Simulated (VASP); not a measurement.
Al2Cu:

```
CELL_PARAMETERS angstrom
4.10518 0.00000 0.00000
0.00000 4.10518 0.00000
0.00000 0.00000 2.89131
ATOMIC_POSITIONS crystal
Cu 0.00000 0.00000 0.00000
Al 0.00000 0.50000 0.50000
Al 0.50000 0.00000 0.50000
```

The cell comes from a database or a generator and needn't be the stable form of this composition.

| Quantity | Value |
| --- | --- |
| Program | VASP 6.6.1 |
| Task | single point |
| Functional | PBE |
| Potentials or basis | VASP PAW PBE potentials, release 64 (Cu, Al) |
| Cutoff | 520 eV |
| k mesh | 7 × 7 × 9 |
| Occupations | fermi-dirac, width 0.05 eV |
| Spin | no spin polarisation |

On this cell: pressure 0.7 GPa; largest force under 0.003 eV/Å; band gap on the k mesh none (metal or under the smearing width).

The same run follows on a disturbed copy (atoms moved at random, drawn with an rms of 0.05 Å):

```
Cu Al
1.0
     4.10518    0.00000    0.00000
     0.00000    4.10518    0.00000
     0.00000    0.00000    2.89131
Cu Al
1 2
Direct
  0.99603 0.00616 0.00241
  0.00938 0.49706 0.46823
  0.50601 0.99013 0.49754
```

Problem. What does the disturbed cell give?

Solution. The energy (extrapolated to zero smearing) moves by +8.5 meV/atom; pressure 0.9 GPa; largest force 0.481 eV/Å; band gap on the k mesh none (metal or under the smearing width).

Forces on the atoms (eV/Å):
```
Cu   0.257 -0.239 -0.329
Al  -0.008  0.202  0.306
Al  -0.249  0.037  0.023
```

Stress tensor (GPa, compression positive):
```
1.04 0.07 0.00
0.07 1.48 0.34
0.00 0.34 0.23
```
